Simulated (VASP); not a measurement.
# NbH2 (Fm-3m) in VASP: single point with r2SCAN+U

Aim: the single point of NbH2 with r2SCAN+U.

Program: VASP 6.6.1. These are calculated values, not measurements. Logs are shortened: lines on timing, memory, paths and dates and some standing lists are left out, and cuts for length are marked.

## (1) The structure

Symmetry: Fm-3m, No. 225, cubic system. The conventional cell has a = 4.563 Å, b = 4.563 Å, c = 4.563 Å, α = 90.00°, β = 90.00°, γ = 90.00°. Nb (site symmetry m-3m) has 8 H at 1.98 Å as nearest neighbours. H (site symmetry -43m) is surrounded by 4 Nb at 1.98 Å.

## (2) Single point, r2SCAN+U

POSCAR reads:

```
NbH2
1.0
    0.0000000000      2.2815000000      2.2815000000
    2.2815000000      0.0000000000      2.2815000000
    2.2815000000      2.2815000000      0.0000000000
Nb H
1 2
Direct
    0.0000000000      0.0000000000      0.0000000000
    0.7500000000      0.7500000000      0.7500000000
    0.2500000000      0.2500000000      0.2500000000
```

INCAR.step1 reads:

```
SYSTEM = NbH2
  PREC = Accurate
  ENCUT = 520
  ISMEAR = -1
  SIGMA = 0.1
  LREAL = .False.
  LASPH = .True.
  NELM = 150
  LMAXMIX = 4
  LDAU = .True.
  LDAUTYPE = 2
  LDAUL = 2 -1
  LDAUU = 8 0
  LDAUJ = 0 0
  NBANDS = 14
  GGA = PE
  ALGO = Normal
  EDIFF = 1E-4
  LWAVE = .True.
  LCHARG = .False.
```

INCAR.step2 reads:

```
SYSTEM = NbH2
  PREC = Accurate
  ENCUT = 520
  EDIFF = 1E-6
  ISMEAR = -1
  SIGMA = 0.1
  LREAL = .False.
  LASPH = .True.
  NELM = 150
  ALGO = Normal
  ISIF = 2
  LWAVE = .False.
  LCHARG = .False.
  LMAXMIX = 4
  LDAU = .True.
  LDAUTYPE = 2
  LDAUL = 2 -1
  LDAUU = 8 0
  LDAUJ = 0 0
  LDAUPRINT = 1
  METAGGA = R2SCAN
  LMIXTAU = .True.
  NBANDS = 14
  ISTART = 1
```

KPOINTS reads:

```
regular mesh
0
Gamma
  8 8 8
  0 0 0
```

Potentials or basis: VASP PAW PBE potentials, release 64 (Nb_sv, H).

The run is started by

```bash
$ cat potpaw_PBE.64/Nb_sv/POTCAR potpaw_PBE.64/H/POTCAR > POTCAR
$ cp INCAR.step1 INCAR
$ mpirun -np 1 vasp_std > vasp.out
$ cp INCAR.step2 INCAR
$ mpirun -np 1 vasp_std > vasp.out
```

OUTCAR:

```text
SYSTEM = NbH2
   PREC = Accurate
   ENCUT = 520
   EDIFF = 1E-6
   ISMEAR = -1
   LREAL = .False.
   LASPH = .True.
   NELM = 150
   ISIF = 2
   METAGGA = R2SCAN
   ISTART = 1

 ion  position               nearest neighbor table
   1  0.000  0.000  0.000-
   2  0.750  0.750  0.750-
   3  0.250  0.250  0.250-

  LATTYP: Found a face centered cubic cell.
 ALAT       =     4.5630000000

  Lattice vectors:

 A1 = (   0.0000000000,   2.2815000000,   2.2815000000)
 A2 = (   2.2815000000,   0.0000000000,   2.2815000000)
 A3 = (   2.2815000000,   2.2815000000,   0.0000000000)

Analysis of symmetry for initial positions (statically):
=====================================================================
 Subroutine PRICEL returns:
 Original cell was already a primitive cell.

 Routine SETGRP: Setting up the symmetry group for a
 face centered cubic supercell.

 Subroutine GETGRP returns: Found 48 space group operations
 (whereof 48 operations were pure point group operations)
 out of a pool of 48 trial point group operations.

The static configuration has the point symmetry O_h .

Analysis of symmetry for dynamics (positions and initial velocities):
=====================================================================
 Subroutine PRICEL returns:
 Original cell was already a primitive cell.

 Routine SETGRP: Setting up the symmetry group for a
 face centered cubic supercell.

 Subroutine GETGRP returns: Found 48 space group operations
 (whereof 48 operations were pure point group operations)
 out of a pool of 48 trial point group operations.

The dynamic configuration has the point symmetry O_h .

 Subroutine INISYM returns: Found 48 space group operations
 (whereof 48 operations are pure point group operations),
 and found     1 'primitive' translations

----------------------------------------------------------------------------------------

                                     Primitive cell

  volume of cell :      23.7515

  direct lattice vectors                    reciprocal lattice vectors
     0.000000000  2.281500000  2.281500000    -0.219154065  0.219154065  0.219154065
     2.281500000  0.000000000  2.281500000     0.219154065 -0.219154065  0.219154065
     2.281500000  2.281500000  0.000000000     0.219154065  0.219154065 -0.219154065

  length of vectors
     3.226528243  3.226528243  3.226528243     0.379585976  0.379585976  0.379585976

  position of ions in fractional coordinates (direct lattice)
     0.000000000  0.000000000  0.000000000
     0.750000000  0.750000000  0.750000000
     0.250000000  0.250000000  0.250000000

  ion indices of the primitive-cell ions
   primitive index   ion index
                 1           1
                 2           2
                 3           3

----------------------------------------------------------------------------------------

 KPOINTS: regular mesh

Automatic generation of k-mesh.
 Grid dimensions read from file:
 generate k-points for:    8    8    8

 Generating k-lattice:

  Cartesian coordinates                     Fractional coordinates (reciprocal lattice)
    -0.027394258  0.027394258  0.027394258     0.125000000  0.000000000  0.000000000
     0.027394258 -0.027394258  0.027394258     0.000000000  0.125000000  0.000000000
     0.027394258  0.027394258 -0.027394258     0.000000000  0.000000000  0.125000000

  Length of vectors
     0.047448247  0.047448247  0.047448247

  Shift w.r.t. Gamma in fractional coordinates (k-lattice)
     0.000000000  0.000000000  0.000000000

 Subroutine IBZKPT returns following result:
 ===========================================

 Found     29 irreducible k-points:

 Following reciprocal coordinates:
            Coordinates               Weight
  0.000000  0.000000  0.000000      1.000000
  0.125000  0.000000  0.000000      8.000000
  0.250000  0.000000  0.000000      8.000000
  0.375000  0.000000  0.000000      8.000000
  0.500000  0.000000  0.000000      4.000000
  0.125000  0.125000  0.000000      6.000000
[... 16 lines left out ...]
  0.500000  0.250000  0.125000     48.000000
 -0.375000  0.250000  0.125000     24.000000
 [... further k-points ...]
   k-points           NKPTS =     29   k-points in BZ     NKDIM =     29   number of bands    NBANDS=     14
   number of dos      NEDOS =    301   number of ions     NIONS =      3
   total plane-waves  NPLWV =  13824
   dimension x,y,z NGX =    24 NGY =   24 NGZ =   24
   dimension x,y,z NGXF=    48 NGYF=   48 NGZF=   48
   ions per type =               1   2
   NGX,Y,Z   is equivalent  to a cutoff of  12.37, 12.37, 12.37 a.u.
   NGXF,Y,Z  is equivalent  to a cutoff of  24.73, 24.73, 24.73 a.u.
 SYSTEM =  NbH2
   PREC   = accura    normal or accurate (medium, high low for compatibility)
   ISTART =      1    job   : 0-new  1-cont  2-samecut
   ICHARG =      0    charge: 1-file 2-atom 10-const
   ISPIN  =      1    spin polarized calculation?
   LNONCOLLINEAR =      F non collinear calculations
   LSORBIT =      F    spin-orbit coupling
   LASPH  =      T    aspherical Exc in radial PAW
   ENCUT  =  520.0 eV  38.22 Ry    6.18 a.u.   6.00  6.00  6.00*2*pi/ulx,y,z
   NELM   =    150;   NELMIN=  2; NELMDL=  0     # of ELM steps
   EDIFF  = 0.1E-05   stopping-criterion for ELM
   LREAL  =      F    real-space projection
   EDIFFG = 0.1E-04   stopping-criterion for IOM
   NSW    =      0    number of steps for IOM
   IBRION =     -1    ionic relax: 0-MD 1-quasi-New 2-CG
   NFREE  =      0    steps in history (QN), initial steepest desc. (CG)
   ISIF   =      2    stress and relaxation
   ISYM   =      2    0-nonsym 1-usesym 2-fastsym
   POTIM  = 0.5000    time-step for ionic-motion
   TEBEG  =    0.0;   TEEND  =   0.0 temperature during run
   PSTRESS=    0.0 pullay stress
   NELECT =      15.0000    total number of electrons
   NUPDOWN=      -1.0000    fix difference up-down
   EMIN   =  10.00;   EMAX   =-10.00  energy-range for DOS
   EFERMI =   0.00;   METHOD = LEGACY
   ISMEAR =    -1;   SIGMA  =   0.10  broadening in eV -4-tet -1-fermi 0-gaus
   EFERMI_NEDOS =   21; number of points for ismear=-14 and -15
   IALGO  =     38    algorithm
   IMIX   =      4    mixing-type and parameters
     AMIX     =   0.40;   BMIX     =  1.00
     AMIX_MAG =   1.60;   BMIX_MAG =  1.00
  volume/ion in A,a.u.               =       7.92        53.43
  Fermi-wavevector in a.u.,A,eV,Ry     =   1.404564  2.654241 26.841563  1.972799
  Thomas-Fermi vector in A             =   2.527113
   LORBIT       =      0    0 simple, 1 ext, 2 COOP (PROOUT), +10 PAW based schemes
 LDA+U is selected, type is set to LDAUTYPE =  2
   angular momentum for each species LDAUL =     2   -1
   U (eV)           for each species LDAUU =   8.0  0.0
   J (eV)           for each species LDAUJ =   0.0  0.0
   METAGGA = R2SCAN    functional components
   LHFCALC =     F    Hartree Fock is set to
   AEXX    =    0.0000 exact exchange contribution
   IVDW    =     0    specifies the selected vdW correction
   LEPSILON=     F    determine dielectric tensor
   LRPA    =     F    only Hartree local field effects (RPA)
 non-spin polarized calculation
  energy-cutoff  :      520.00
  volume of cell :       23.75
 maximum number of plane-waves:       652
   NGX = 11   NGY = 11   NGZ = 11

atom =   1  type =  1  l = 2

 onsite density matrix

spin component  1

  0.1580 -0.0000 -0.0000  0.0000  0.0000
 -0.0000  0.1580 -0.0000  0.0000 -0.0000
 -0.0000 -0.0000  0.2622  0.0000  0.0000
  0.0000  0.0000  0.0000  0.1580  0.0000
  0.0000 -0.0000  0.0000  0.0000  0.2622

spin component  2

  0.1580 -0.0000 -0.0000  0.0000  0.0000
 -0.0000  0.1580 -0.0000  0.0000 -0.0000
 -0.0000 -0.0000  0.2622  0.0000  0.0000
  0.0000  0.0000  0.0000  0.1580  0.0000
  0.0000 -0.0000  0.0000  0.0000  0.2622

 occupancies and eigenvectors

  o =  0.1580  v =  1.0000  0.0000  0.0000  0.0000  0.0000  0.0000  0.0000  0.0000  0.0000  0.0000      0.0000  0.0000  0.0000  0.0000  0.0000  0.0000  0.0000  0.0000  0.0000  0.0000
  o =  0.1580  v =  0.0000  0.0000  0.0000  0.0000  0.0000  1.0000  0.0000  0.0000  0.0000  0.0000      0.0000  0.0000  0.0000  0.0000  0.0000  0.0000  0.0000  0.0000  0.0000  0.0000
  o =  0.1580  v =  0.0000 -0.2641  0.0000 -0.9645  0.0000  0.0000  0.0000  0.0000  0.0000  0.0000      0.0000  0.0000  0.0000  0.0000  0.0000  0.0000  0.0000  0.0000  0.0000  0.0000
  o =  0.1580  v =  0.0000  0.0000  0.0000  0.0000  0.0000  0.0000 -0.2641  0.0000 -0.9645  0.0000      0.0000  0.0000  0.0000  0.0000  0.0000  0.0000  0.0000  0.0000  0.0000  0.0000
  o =  0.1580  v =  0.0000 -0.9645 -0.0000  0.2641 -0.0000  0.0000  0.0000  0.0000  0.0000  0.0000      0.0000  0.0000  0.0000  0.0000  0.0000  0.0000  0.0000  0.0000  0.0000  0.0000
  o =  0.1580  v =  0.0000  0.0000  0.0000  0.0000  0.0000  0.0000 -0.9645 -0.0000  0.2641 -0.0000      0.0000  0.0000  0.0000  0.0000  0.0000  0.0000  0.0000  0.0000  0.0000  0.0000
  o =  0.2622  v =  0.0000  0.0000  0.0000  0.0000  0.0000  0.0000  0.0000 -0.1476 -0.0000 -0.9890      0.0000  0.0000  0.0000  0.0000  0.0000  0.0000  0.0000  0.0000  0.0000  0.0000
  o =  0.2622  v =  0.0000  0.0000 -0.1476 -0.0000 -0.9890  0.0000  0.0000  0.0000  0.0000  0.0000      0.0000  0.0000  0.0000  0.0000  0.0000  0.0000  0.0000  0.0000  0.0000  0.0000
  o =  0.2622  v =  0.0000 -0.0000 -0.9890 -0.0000  0.1476  0.0000  0.0000  0.0000  0.0000  0.0000      0.0000  0.0000  0.0000  0.0000  0.0000  0.0000  0.0000  0.0000  0.0000  0.0000
  o =  0.2622  v =  0.0000  0.0000  0.0000  0.0000  0.0000  0.0000 -0.0000 -0.9890 -0.0000  0.1476      0.0000  0.0000  0.0000  0.0000  0.0000  0.0000  0.0000  0.0000  0.0000  0.0000

 number of electron      15.0000000 magnetization

 Free energy of the ion-electron system (eV)
  ---------------------------------------------------
  ext. energy  EPLUGINS =         0.00000000
  ---------------------------------------------------
  free energy    TOTEN  =       -25.65190305 eV

  energy without entropy =      -25.61197326  energy(sigma->0) =      -25.63193816

 E-fermi :  11.1605     XC(G=0): -13.0102

 val. band max:       11.1016138187   @ k =  -0.2500   0.5000   0.2500
 cond. band min:      11.1821225923   @ k =  -0.3750   0.2500   0.0000
 fundamental gap:      0.0805087736
 Fermi energy:        11.1605179227

 k-point     1 :       0.0000    0.0000    0.0000
  band No.  band energies     occupation
      1     -48.0147      2.00000
      2     -22.9790      2.00000
      3     -22.9790      2.00000
      4     -22.9790      2.00000
      5      -1.2948      2.00000
      6       8.7246      2.00000
      7      10.1996      1.99987
      8      10.1996      1.99987
      9      10.1996      1.99987
     10      12.4474      0.00001
     11      12.4474      0.00001
     12      23.0522      0.00000
     13      24.0840      0.00000
     14      24.0840      0.00000

 k-point     2 :       0.1250    0.0000    0.0000
  band No.  band energies     occupation
      1     -48.0021      2.00000
      2     -23.0837      2.00000
      3     -22.9917      2.00000
      4     -22.9917      2.00000
      5      -0.8629      2.00000
      6       6.9221      2.00000
      7      10.3988      1.99902
      8      10.3988      1.99902
      9      12.2775      0.00003
     10      12.2775      0.00003
     11      12.5035      0.00000
     12      20.6470      0.00000
     13      24.9864      0.00000
     14      24.9864      0.00000
[... 343 lines left out ...]
      1     -47.9233      2.00000
      2     -23.5167      2.00000
      3     -23.2227      2.00000
      4     -23.0982      2.00000
      5       2.2675      2.00000
      6       3.9918      2.00000
      7       8.5731      2.00000
      8      11.0680      1.43222
      9      13.0322      0.00000
     10      14.9844      0.00000
     11      17.7861      0.00000
     12      18.9465      0.00000
     13      19.7961      0.00000
     14      22.8458      0.00000

 k-point    24 :      -0.3750    0.2500    0.1250
  band No.  band energies     occupation
      1     -47.9130      2.00000
      2     -23.5684      2.00000
      3     -23.2499      2.00000
      4     -23.1173      2.00000
      5       2.5588      2.00000
      6       4.1320      2.00000
      7       8.2871      2.00000
      8      10.8641      1.90188
      9      13.9612      0.00000
     10      15.2223      0.00000
     11      16.7348      0.00000
     12      18.8797      0.00000
     13      19.7408      0.00000
     14      22.7102      0.00000

 [... further k-points ...]

------------------------ aborting loop because EDIFF is reached ----------------------------------------

  FORCE on cell =-STRESS in cart. coord.  units (eV):
  Direction    XX          YY          ZZ          XY          YZ          ZX
  --------------------------------------------------------------------------------------
  -------------------------------------------------------------------------------------
  Total        1.6774940      1.6774940      1.6774940     -0.0000000      0.0000000      0.0000000
  in kB      113.1566639    113.1566639    113.1566639     -0.0000000      0.0000000      0.0000000
  external PRESSURE =     113.1566639 kB  Pullay stress =       0.0000000 kB

 VOLUME and BASIS-vectors are now :
 -----------------------------------------------------------------------------
  energy-cutoff  :      520.00
  volume of cell :       23.75
      direct lattice vectors                 reciprocal lattice vectors
     0.000000000  2.281500000  2.281500000    -0.219154065  0.219154065  0.219154065
     2.281500000  0.000000000  2.281500000     0.219154065 -0.219154065  0.219154065
     2.281500000  2.281500000  0.000000000     0.219154065  0.219154065 -0.219154065

 POSITION                                       TOTAL-FORCE (eV/Angst)
 -----------------------------------------------------------------------------------
      0.00000      0.00000      0.00000         0.000000      0.000000      0.000000
      3.42225      3.42225      3.42225        -0.000000     -0.000000     -0.000000
      1.14075      1.14075      1.14075         0.000000      0.000000      0.000000
 -----------------------------------------------------------------------------------
    total drift:                               -0.000000      0.000000      0.000000

  FREE ENERGIE OF THE ION-ELECTRON SYSTEM (eV)
  ---------------------------------------------------
  free  energy   TOTEN  =       -25.6519030540 eV

  energy  without entropy=      -25.6119732577  energy(sigma->0) =      -25.63193816
```

Wall time 55 s (1 thread of Intel Xeon Platinum 8259CL at 2.50GHz (Skylake/Cascade Lake), shared host); peak memory 0.14 GiB.

What came out:

```
Free energy            : -25.6519 eV
Pressure               : 11.3 GPa
Band gap on the k mesh : none (metal or under the smearing width)
```

Levels at points of the mesh, in eV from the Fermi level:
```tsv
k point	band 4	band 5	band 6	band 7	band 8	band 9	band 10	band 11	band 12	band 13
(0.00, 0.00, 0.00)	-34.14	-12.46	-2.44	-0.96	-0.96	-0.96	1.29	1.29	11.89	12.92
(0.50, 0.00, 0.00)	-34.23	-9.53	-6.52	-1.20	-1.20	3.24	3.24	4.23	6.49	11.80
(0.50, 0.50, 0.00)	-34.37	-8.29	-6.60	-5.11	2.93	3.85	3.85	6.29	6.29	8.03
```

Eigenvalues of the final occupation matrices:
| site | spin | trace | eigenvalues |
| --- | --- | --- | --- |
| site 1 d | 1 | 1.00 | 0.16 0.16 0.16 0.26 0.26 |
| site 1 d | 2 | 1.00 | 0.16 0.16 0.16 0.26 0.26 |

Caveat: the PAW data sets were made with another functional, which shifts forces and pressure a little; U without spin polarisation on a metal has little footing; the U is typed as a test and isn't derived for this compound.
